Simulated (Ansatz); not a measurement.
# HfSiO4 (Hafnon) (I4_1/amd) in Ansatz: reference runs

Reference runs on HfSiO4 (Hafnon): the cell as given and a disturbed copy.

All numbers are computed with Ansatz 0.2.0; they aren't measurements. Logs are shortened: lines on timing, memory, paths and dates and some standing lists are left out, and cuts for length are marked.

### 1 The structure

The structure is tetragonal, space group I4_1/amd (No. 141). Conventional cell: a = 6.572 Å, b = 6.572 Å, c = 5.963 Å, α = 90.00°, β = 90.00°, γ = 90.00°. Around Hf (site symmetry -4m2) lie 8 O at 2.11 to 2.26 Å. Si (site symmetry -4m2) has 4 O at 1.62 Å as nearest neighbours. O (site symmetry m) has 1 Si at 1.62 Å as nearest neighbours.

### 2 Single point, PBE

Input file input.yaml:

```yaml
crystal:
  lattice:
    - [-3.28625, 3.28625, 2.9816]
    - [3.28625, -3.28625, 2.9816]
    - [3.28625, 3.28625, -2.9816]
  atoms:
    - { symbol: Hf, position: [0.0, 0.0, 0.0] }
    - { symbol: Hf, position: [0.75, 0.25, 0.5] }
    - { symbol: Si, position: [0.5, 0.5, 0.0] }
    - { symbol: Si, position: [0.25, 0.75, 0.5] }
    - { symbol: O, position: [0.6802, 0.4957, 0.8155] }
    - { symbol: O, position: [0.2457, 0.9302, 0.3155] }
    - { symbol: O, position: [0.6802, 0.8647, 0.1845] }
    - { symbol: O, position: [0.6147, 0.9302, 0.6845] }
    - { symbol: O, position: [0.0698, 0.3853, 0.3155] }
    - { symbol: O, position: [0.5043, 0.3198, 0.1845] }
    - { symbol: O, position: [0.0698, 0.7543, 0.6845] }
    - { symbol: O, position: [0.1353, 0.3198, 0.8155] }
kpoints:
  mp_grid: { grid: [6, 6, 6] }
scf:
  occupations: { method: fermi_dirac, width: 0.05 }
hamiltonian:
  xc: pbe
  pseudopotentials: { kind: all_electron, lapw: { basis_error: 0.001 } }
output:
  forces: true
  stress: true
  eigenvalues: true
  populations: true
```

Potentials or basis: all-electron LAPW, scalar-relativistic.

Command:

```sh
> ansatz run input.yaml --threads 8 --pin off --max-ram 24576MiB --backend cpu --events-out ev --progress --plain --runs-dir out
```

Output:

```text
Warning: RAYON_NUM_THREADS=8 ignored (pool sized by the plan → 8); use --threads N
Hf: projections on atomic orbitals take those of the free atom 1s2 2s2 2p6 3s2 3p6 3d10 4s2 4p6 4d10 4f14 5s2 5p6 5d2 6s2, of charge +0.00 (hamiltonian.pseudopotentials.projection_atoms)
Si: projections on atomic orbitals take those of the free atom 1s2 2s2 2p6 3s2 3p2, of charge +0.00 (hamiltonian.pseudopotentials.projection_atoms)
O: projections on atomic orbitals take those of the free atom 1s2 2s2 2p4, of charge +0.00 (hamiltonian.pseudopotentials.projection_atoms)
LAPW: plane waves up to 11.998 Å⁻¹, error target 1.0e-3 eV per atom; small_component_spin mean_spin; O in spheres of 0.782 Å, 8 of its electrons in bands, Dirac shells []; Si in spheres of 0.838 Å, 12 of its electrons in bands, Dirac shells []; Hf in spheres of 1.080 Å, 44 of its electrons in bands, Dirac shells [] (how accurate: hamiltonian.pseudopotentials.lapw.basis_error, Limitations)
Engine: ansatz 0.2.0, x86_64-unknown-linux-gnu
Pseudopotentials: kind: all_electron
Pseudopotential: Hf, LAPW, valence charge 44, lapw/all_electron/scalar/gaussian/Hf, Koelling and Harmon's equation, gaussian nucleus
Pseudopotential: Si, LAPW, valence charge 12, lapw/all_electron/scalar/gaussian/Si, Koelling and Harmon's equation, gaussian nucleus
Pseudopotential: O, LAPW, valence charge 8, lapw/all_electron/scalar/gaussian/O, Koelling and Harmon's equation, gaussian nucleus
Functional definition: PBE
  parameter kappa = 0.804
  parameter beta = 0.06672455060314922
  exchange = pbe_x(kappa = kappa, mu = beta*pi^2/3)
  correlation = pbe_c(beta = beta)
Crystal: 12 atoms, lattice volume = 128.798 Å³
Basis set: ecut = 548.4609078476335 eV, 3779 PW (Γ), exchange–correlation at level 2
Bands: 106, of which v1, the nominal top of the filled ones, is band 88 counted from 1 (87 counted from 0)
Symmetry: 16 space group operations
Space group: I41/amd (ITA 141), of the structure as read, at distance tolerance 5.1e-5 Å
k-points: 30 of 216
Non-local potential: Hf, projectors of the file, none
Non-local potential: Si, projectors of the file, none
Non-local potential: O, projectors of the file, none
Initial density: superposition of atomic densities (chi_scale 0.1, normalization cell, long waves kept (reshape's long-wave potential 0.04 eV rms))
Initial wavefunctions: plane waves of lowest kinetic energy (no species holds an atomic orbital)
Functional: x = pbe(κ = 0.804, μ = 0.2195149727645171), c = pbe(β = 0.06672455060314922)
iter 1 solved again at ethr=1.87e-2 eV; its pass at ethr=1.00e-1 eV (dr2=3.30e1 eV) is discarded
SCF iter   1: F=—  HF=-852703.668706 eV  |F-HF|=—  |Δ(HF+E_count)|=         —  Δρ=1.58e-1  dr2=3.30e1  ethr=1.87e-2  ⟨swp⟩=2.0  Hψ=21219  notcnv=0
preconditioner: auto → Resta (q_TF=auto, 2.874 Å⁻¹)  ε∞=4.0  [insulator: Δε(μ)=8.027 eV  Ē_g=19.371 eV  σ=0.050 eV  W_gap=1.00  n_scr=54 (ndim 8)  ℏωp=33.4 eV  f_vac=0.044  D(μ)=0.00/eV (n_scr^D=0)  ε∞_Penn≈4.0]
iter 2 solved again at ethr=6.86e-4 eV; its pass at ethr=1.87e-2 eV (dr2=1.21e0 eV) is discarded
SCF iter   2: F=—  HF=-852690.159083 eV  |F-HF|=—  |Δ(HF+E_count)|=    1.35e1  Δρ=3.68e-2  dr2=1.21e0  ethr=6.86e-4  ⟨swp⟩=2.1  Hψ=16113  notcnv=0
SCF iter   3: F=—  HF=-852689.959038 eV  |F-HF|=—  |Δ(HF+E_count)|=         —  Δρ=3.00e-2  dr2=1.23e0  ethr=6.86e-4  ⟨swp⟩=2.0  Hψ=9660  notcnv=0
the basis was enlarged: its passes take 16.6 MiB over the memory plan, 8 of 8 planned eigensolver slots
SCF iter   4: F=—  HF=-852690.255792 eV  |F-HF|=—  |Δ(HF+E_count)|=   2.97e-1  Δρ=8.64e-3  dr2=9.39e-2  ethr=6.86e-4  ⟨swp⟩=2.8  Hψ=9632  notcnv=0
SCF iter   5: F=—  HF=-852689.890054 eV  |F-HF|=—  |Δ(HF+E_count)|=   3.66e-1  Δρ=3.48e-3  dr2=1.88e-2  ethr=5.33e-5  ⟨swp⟩=3.0  Hψ=10080  notcnv=0
SCF iter   6: F=—  HF=-852689.885562 eV  |F-HF|=—  |Δ(HF+E_count)|=   4.49e-3  Δρ=1.63e-3  dr2=4.98e-3  ethr=1.07e-5  ⟨swp⟩=3.0  Hψ=10331  notcnv=0
SCF iter   7: F=—  HF=-852689.885014 eV  |F-HF|=—  |Δ(HF+E_count)|=   5.48e-4  Δρ=4.67e-4  dr2=3.61e-4  ethr=2.83e-6  ⟨swp⟩=2.0  Hψ=9120  notcnv=0
SCF iter   8: F=—  HF=-852689.885366 eV  |F-HF|=—  |Δ(HF+E_count)|=   3.52e-4  Δρ=9.50e-5  dr2=1.48e-5  ethr=2.05e-7  ⟨swp⟩=3.0  Hψ=9964  notcnv=0
SCF iter   9: F=—  HF=-852689.885376 eV  |F-HF|=—  |Δ(HF+E_count)|=   9.84e-6  Δρ=2.38e-5  dr2=1.35e-6  ethr=8.43e-9  ⟨swp⟩=3.0  Hψ=10065  notcnv=0
SCF iter  10: F=-852689.885376 eV  HF=-852689.885376 eV  |F-HF|=4.77e-9  |Δ(HF+E_count)|=   2.28e-7  Δρ=4.40e-6  dr2=2.69e-8  ethr=7.69e-10  ⟨swp⟩=3.0  Hψ=9253  notcnv=0
SCF 1 converged in 10 iterations: F = -852689.885376 eV  dr2 = 2.69e-8
SCF converged after 10 iterations
Free energy (F): -852689.885376 eV
Harris-Foulkes:  -852689.885376 eV  (|F-HF|=4.77e-9)
Internal energy: -852689.885376 eV  (E = F + TS)
E sigma→0 (E₀):  -852689.885376 eV
Fermi energy:    13.302690 eV
--- Per-component energies (eV) ---
  E_band       = -19548.642230
  E_kinetic    = 945180.853606
  E_xc         = -19845.641930
  E_electrostatic = -1778025.097052  (all electrons and nuclei)
  E_smearing   = -0.000000  (= −TS)
  E_closure    = 0.000000  (closes the sum)
  E_atoms      = -852586.783852  (free atoms, spherical and without spin; not in F)
  Σ components = -852689.885376   (vs F -852689.885376, Δ=0.00e0)
  Basis errors (estimates in eV, not in F): energy 5.5e-4 per atom: plane waves 4.9e-4 (3.0e-4 summed), levels above the bands 3.3e-88, relativity 5.2e-8, radial functions 5.7e-5, core shells 9.0e-11; eigenvalues (radial functions only) 1.9e-5; not estimated: angular momenta, meshes, grids; target (lapw.basis_error) 1.0e-3; muffin-tin radii O 0.782 Å, Si 0.838 Å, Hf 1.080 Å
--- Forces (eV/Å), atoms counted from 1 ---
  atom   1  Hf    -0.00000000    -0.00000000    -0.00000000
  atom   2  Hf     0.00000000    -0.00000000     0.00000000
  atom   3  Si     0.00000000     0.00000000     0.00000000
  atom   4  Si    -0.00000000    -0.00000000    -0.00000000
  atom   5  O     -0.27038357     0.00000000     0.19251145
  atom   6  O     -0.00000000    -0.27038357     0.19251145
  atom   7  O      0.27038357     0.00000000     0.19251145
  atom   8  O      0.00000000     0.27038357     0.19251145
  atom   9  O     -0.27038357     0.00000000    -0.19251145
  atom  10  O      0.00000000     0.27038357    -0.19251145
  atom  11  O      0.27038357     0.00000000    -0.19251145
  atom  12  O      0.00000000    -0.27038357    -0.19251145
  max |Σ_I F_I| component: 8.33e-17 eV/Å
--- Stress (GPa, compression-positive) ---
        7.223023       0.000000       0.000000
        0.000000       7.223023      -0.000000
        0.000000      -0.000000       7.987607
  P = ⅓ Tr σ = 7.4779 GPa (74.779 kbar)
--- Band table (eV; the first three rows and the last of 30) ---
  k-point 0: bands = ["-494.4647", "-494.4647", "-493.0816", "-493.0816", "-493.0816", "-493.0816", "-493.0816", "-493.0816", "-493.0816", "-493.0816", "-361.2039", "-361.2039", "-361.1933", "-361.1933", "-361.1933", "-361.1933", "-189.0814", "-189.0814", "-189.0798", "-189.0798", "-189.0798", "-189.0798", "-189.0787", "-189.0787", "-189.0630", "-189.0630", "-121.5479", "-121.5479", "-77.6080", "-77.6080", "-77.6079", "-77.6079", "-77.5918", "-77.5918", "-49.7242", "-49.7155", "-18.5535", "-18.5535", "-18.4739", "-18.4609", "-18.3704", "-18.3704", "-8.5884", "-7.5484", "-6.7244", "-6.6052", "-6.1377", "-6.1377", "-6.0694", "-6.0694", "0.3638", "0.3676", "0.3729", "0.3729", "0.3871", "0.3871", "0.3922", "0.3932", "0.3934", "0.3949", "0.4037", "0.4037", "0.4047", "0.4047", "2.9230", "4.5386", "4.8134", "5.2819", "5.2819", "6.0716", "6.3054", "6.5100", "7.3350", "7.5206", "7.5206", "7.7081", "8.1694", "8.1694", "9.0407", "9.0407", "9.8095", "9.8095", "9.8260", "9.9313", "10.0505", "10.0505", "10.0692", "10.6144", "16.4587", "16.7271", "16.8766", "16.9127", "16.9127", "17.7769", "17.9879", "18.0238", "18.0238", "18.8437", "19.9667", "20.4954", "20.4954", "21.1527", "21.6611", "21.6611", "22.6355", "24.1679"]
  k-point 1: bands = ["-494.4647", "-494.4647", "-493.0816", "-493.0816", "-493.0816", "-493.0816", "-493.0816", "-493.0816", "-493.0816", "-493.0816", "-361.2039", "-361.2039", "-361.1933", "-361.1933", "-361.1933", "-361.1933", "-189.0814", "-189.0814", "-189.0798", "-189.0798", "-189.0798", "-189.0798", "-189.0787", "-189.0787", "-189.0630", "-189.0630", "-121.5479", "-121.5479", "-77.6080", "-77.6080", "-77.6079", "-77.6079", "-77.5918", "-77.5918", "-49.7236", "-49.7161", "-18.5592", "-18.5422", "-18.4786", "-18.4550", "-18.3838", "-18.3658", "-8.4901", "-7.5635", "-6.6849", "-6.5827", "-6.1941", "-6.1720", "-6.1631", "-6.1110", "0.3616", "0.3689", "0.3692", "0.3757", "0.3821", "0.3883", "0.3886", "0.3922", "0.3926", "0.3930", "0.3936", "0.4033", "0.4062", "0.4089", "3.1550", "4.7164", "4.9870", "5.2354", "5.2898", "6.2883", "6.4669", "6.6961", "6.8440", "7.0999", "7.7456", "7.9762", "7.9785", "8.0344", "9.0230", "9.1181", "9.6520", "9.7046", "9.7928", "9.7966", "9.8407", "9.9317", "10.0840", "10.4988", "16.3551", "16.4951", "16.8261", "16.8903", "17.3279", "17.8428", "17.8914", "18.0485", "18.2785", "19.2739", "20.2005", "20.4966", "20.5621", "20.6917", "21.9501", "22.4722", "22.6203", "23.8543"]
  k-point 2: bands = ["-494.4647", "-494.4647", "-493.0816", "-493.0816", "-493.0816", "-493.0816", "-493.0816", "-493.0816", "-493.0816", "-493.0816", "-361.2039", "-361.2039", "-361.1933", "-361.1933", "-361.1933", "-361.1933", "-189.0814", "-189.0814", "-189.0798", "-189.0798", "-189.0798", "-189.0798", "-189.0787", "-189.0787", "-189.0630", "-189.0630", "-121.5479", "-121.5479", "-77.6080", "-77.6080", "-77.6079", "-77.6079", "-77.5918", "-77.5918", "-49.7220", "-49.7177", "-18.5600", "-18.5135", "-18.5108", "-18.4195", "-18.4182", "-18.3668", "-8.2264", "-7.6537", "-6.5799", "-6.5217", "-6.3419", "-6.3196", "-6.2569", "-6.2199", "0.3608", "0.3619", "0.3719", "0.3734", "0.3749", "0.3797", "0.3822", "0.3879", "0.3918", "0.3925", "0.3936", "0.4062", "0.4081", "0.4084", "3.7627", "5.0059", "5.2134", "5.4282", "5.4566", "6.2974", "6.4230", "6.5632", "6.8936", "7.0176", "7.5250", "7.7122", "8.0355", "8.3346", "8.5792", "9.1247", "9.3211", "9.3604", "9.4994", "9.7102", "9.7593", "9.8560", "10.0233", "10.2287", "16.1776", "16.1810", "16.8929", "16.9492", "17.5445", "17.6298", "18.1538", "18.5722", "18.7025", "19.8193", "20.2505", "20.4544", "20.7910", "20.7945", "22.5842", "22.6941", "23.3061", "23.5529"]
  k-point 29: bands = ["-494.4647", "-494.4647", "-493.0816", "-493.0816", "-493.0816", "-493.0816", "-493.0816", "-493.0816", "-493.0816", "-493.0816", "-361.2039", "-361.2039", "-361.1933", "-361.1933", "-361.1933", "-361.1933", "-189.0814", "-189.0814", "-189.0798", "-189.0798", "-189.0798", "-189.0798", "-189.0787", "-189.0787", "-189.0630", "-189.0630", "-121.5479", "-121.5479", "-77.6080", "-77.6080", "-77.6079", "-77.6079", "-77.5918", "-77.5918", "-49.7199", "-49.7199", "-18.5675", "-18.5675", "-18.4687", "-18.4687", "-18.3584", "-18.3584", "-8.0110", "-8.0110", "-6.7627", "-6.7627", "-6.1825", "-6.1825", "-6.0404", "-6.0404", "0.3683", "0.3683", "0.3705", "0.3705", "0.3837", "0.3837", "0.3846", "0.3846", "0.3922", "0.3922", "0.3964", "0.3964", "0.4118", "0.4118", "3.7131", "3.7131", "5.3981", "5.3981", "5.8143", "5.8143", "6.9074", "6.9074", "7.5828", "7.5828", "7.6280", "7.6280", "8.6652", "8.6652", "8.8149", "8.8149", "9.1432", "9.1432", "9.2611", "9.2611", "9.5317", "9.5317", "9.7521", "9.7521", "16.9198", "16.9198", "17.3089", "17.3089", "17.4395", "17.4395", "18.0573", "18.0573", "19.0366", "19.0366", "20.2995", "20.2995", "21.0668", "21.0668", "22.2527", "22.2527", "22.4279", "22.4279"]
--- Löwdin populations: 12 sites ---
  site symbol       q [e]
     0     Hf     70.4900
     1     Hf     70.4900
     2     Si     12.3198
     3     Si     12.3198
     4      O      8.7211
     5      O      8.7211
     6      O      8.7211
     7      O      8.7211
     8      O      8.7211
     9      O      8.7211
    10      O      8.7211
    11      O      8.7211
  spilling = 0.002591 (of n_electrons = 236.000000)
```

Run time: 62 s. Hardware: 8 threads of AMD EPYC 7R43 (Zen 3), shared host; peak memory 2.6 GiB.

What came out:

```yaml
Free_energy: -852689.8854 eV
Pressure: 7.5 GPa
Largest_force: 0.332 eV/Å
Band_gap_on_the_k_mesh: 5.46 eV, indirect (least direct gap 5.81 eV)
Loewdin_charges: Hf +1.51; Si +1.68; O -0.72 e
```

Forces in eV/Å, atoms in the order of the input:
```
Hf   0.000  0.000  0.000
Hf   0.000  0.000  0.000
Si   0.000  0.000  0.000
Si   0.000  0.000  0.000
O   -0.270  0.000  0.193
O    0.000 -0.270  0.193
O    0.270  0.000  0.193
O    0.000  0.270  0.193
O   -0.270  0.000 -0.193
O    0.000  0.270 -0.193
O    0.270  0.000 -0.193
O    0.000 -0.270 -0.193
```

Caveat: the atomic charges don't sum to the cell's charge; spin-orbit coupling is left out, which moves the levels of the heavy elements.

### 3 Single point, PBE (atoms moved at random, drawn with an rms of 0.05 Å)

Input file input.yaml:

```yaml
crystal:
  lattice:
    - [-3.28625, 3.28625, 2.9816]
    - [3.28625, -3.28625, 2.9816]
    - [3.28625, 3.28625, -2.9816]
  atoms:
    - { symbol: Hf, position: [0.006982, -0.002457, -0.004797] }
    - { symbol: Hf, position: [0.739511, 0.246329, 0.500072] }
    - { symbol: Si, position: [0.504805, 0.493717, 0.003547] }
    - { symbol: Si, position: [0.250201, 0.751808, 0.506115] }
    - { symbol: O, position: [0.67734, 0.4991, 0.817968] }
    - { symbol: O, position: [0.241373, 0.929006, 0.316149] }
    - { symbol: O, position: [0.681746, 0.862238, 0.178916] }
    - { symbol: O, position: [0.606349, 0.925679, 0.685487] }
    - { symbol: O, position: [0.066912, 0.378118, 0.309197] }
    - { symbol: O, position: [0.500956, 0.324708, 0.183111] }
    - { symbol: O, position: [0.07256, 0.757007, 0.690034] }
    - { symbol: O, position: [0.133514, 0.323206, 0.810099] }
kpoints:
  mp_grid: { grid: [6, 6, 6] }
scf:
  occupations: { method: fermi_dirac, width: 0.05 }
hamiltonian:
  xc: pbe
  pseudopotentials: { kind: all_electron, lapw: { basis_error: 0.001 } }
output:
  forces: true
  stress: true
  eigenvalues: true
  populations: true
```

Potentials or basis: all-electron LAPW, scalar-relativistic.

Command:

```sh
> ansatz run input.yaml --threads 8 --pin off --max-ram 24576MiB --backend cpu --events-out ev --progress --plain --runs-dir out
```

Output:

```text
Warning: RAYON_NUM_THREADS=8 ignored (pool sized by the plan → 8); use --threads N
Hf: projections on atomic orbitals take those of the free atom 1s2 2s2 2p6 3s2 3p6 3d10 4s2 4p6 4d10 4f14 5s2 5p6 5d2 6s2, of charge +0.00 (hamiltonian.pseudopotentials.projection_atoms)
Si: projections on atomic orbitals take those of the free atom 1s2 2s2 2p6 3s2 3p2, of charge +0.00 (hamiltonian.pseudopotentials.projection_atoms)
O: projections on atomic orbitals take those of the free atom 1s2 2s2 2p4, of charge +0.00 (hamiltonian.pseudopotentials.projection_atoms)
LAPW: plane waves up to 12.619 Å⁻¹, error target 1.0e-3 eV per atom; small_component_spin mean_spin; O in spheres of 0.742 Å, 8 of its electrons in bands, Dirac shells []; Si in spheres of 0.804 Å, 12 of its electrons in bands, Dirac shells []; Hf in spheres of 1.037 Å, 44 of its electrons in bands, Dirac shells [] (how accurate: hamiltonian.pseudopotentials.lapw.basis_error, Limitations)
[... 6 set-up lines as earlier in the session ...]
[... 73 lines left out ...]
--- Löwdin populations: 12 sites ---
  site symbol       q [e]
     0     Hf     70.4970
     1     Hf     70.4783
     2     Si     12.3088
     3     Si     12.3210
     4      O      8.7241
     5      O      8.7120
     6      O      8.7327
     7      O      8.7290
     8      O      8.7248
     9      O      8.7245
    10      O      8.7114
    11      O      8.7218
  spilling = 0.002604 (of n_electrons = 236.000000)
```

populations.tsv:

```text
# site	symbol	l	j	q
# orbitals = lowdin
# n_electrons = 236.000000
# spilling = 0.002604
# projection_atom_Hf: 1s2 2s2 2p6 3s2 3p6 3d10 4s2 4p6 4d10 4f14 5s2 5p6 5d2 6s2
# projection_atom_Si: 1s2 2s2 2p6 3s2 3p2
# projection_atom_O: 1s2 2s2 2p4
0	Hf	0_1S	-	2.000000
0	Hf	0_2S	-	1.999987
0	Hf	0_3S	-	1.999836
0	Hf	0_4S	-	1.998283
0	Hf	0_5S	-	1.967712
0	Hf	0_6S	-	0.411006
0	Hf	1_2P	-	6.000000
0	Hf	1_3P	-	5.999998
0	Hf	1_4P	-	5.999892
0	Hf	1_5P	-	5.986291
0	Hf	2_3D	-	10.000000
0	Hf	2_4D	-	9.999945
0	Hf	2_5D	-	2.136102
0	Hf	3_4F	-	13.997945
1	Hf	0_1S	-	2.000000
1	Hf	0_2S	-	1.999988
1	Hf	0_3S	-	1.999842
1	Hf	0_4S	-	1.998346
1	Hf	0_5S	-	1.968977
1	Hf	0_6S	-	0.413549
1	Hf	1_2P	-	6.000000
1	Hf	1_3P	-	5.999998
1	Hf	1_4P	-	5.999897
1	Hf	1_5P	-	5.987212
1	Hf	2_3D	-	10.000000
1	Hf	2_4D	-	9.999950
1	Hf	2_5D	-	2.112298
1	Hf	3_4F	-	13.998238
2	Si	0_1S	-	1.999805
2	Si	0_2S	-	1.982813
2	Si	0_3S	-	0.682756
2	Si	1_2P	-	5.993461
2	Si	1_3P	-	1.649917
3	Si	0_1S	-	1.999813
3	Si	0_2S	-	1.983552
3	Si	0_3S	-	0.693243
3	Si	1_2P	-	5.993846
3	Si	1_3P	-	1.650594
4	O	0_1S	-	1.996586
4	O	0_2S	-	1.637860
4	O	1_2P	-	5.089699
5	O	0_1S	-	1.996807
5	O	0_2S	-	1.644984
5	O	1_2P	-	5.070202
6	O	0_1S	-	1.996960
6	O	0_2S	-	1.658087
6	O	1_2P	-	5.077700
7	O	0_1S	-	1.996637
7	O	0_2S	-	1.641606
7	O	1_2P	-	5.090793
8	O	0_1S	-	1.997084
8	O	0_2S	-	1.663178
8	O	1_2P	-	5.064511
9	O	0_1S	-	1.996312
9	O	0_2S	-	1.626479
9	O	1_2P	-	5.101709
10	O	0_1S	-	1.996614
10	O	0_2S	-	1.637321
10	O	1_2P	-	5.077463
11	O	0_1S	-	1.997020
11	O	0_2S	-	1.656469
11	O	1_2P	-	5.068291
```

It took 8.2 min on 8 threads of AMD EPYC 7R43 (Zen 3), shared host; peak memory 5.9 GiB.

Results:

* Free energy: -852689.5031 eV
* Pressure: 8.7 GPa
* Largest force: 3.893 eV/Å
* Band gap on the k mesh: 5.25 eV, indirect (least direct gap 5.61 eV)
* Loewdin charges: Hf +1.50, +1.52; Si +1.69, +1.68; O -0.72, -0.71, -0.73 e

Forces on the atoms (eV/Å):
```
Hf   1.499 -0.729 -0.949
Hf  -0.970  0.718  0.448
Si   1.520 -3.323  1.344
Si  -1.736 -0.856 -1.051
O   -1.861  0.163  0.792
O    0.008  0.020  0.275
O    0.808  0.153 -0.207
O   -0.033  1.119  1.317
O    1.212 -0.152  0.496
O   -0.142  2.606 -1.873
O   -0.149 -0.221 -0.399
O   -0.156  0.502 -0.193
```

Stress tensor (GPa, compression positive):
```
 7.19  0.31 -2.65
 0.31  8.92 -1.70
-2.65 -1.70  9.88
```

Caveat: the atomic charges don't sum to the cell's charge; spin-orbit coupling is left out, which moves the levels of the heavy elements.
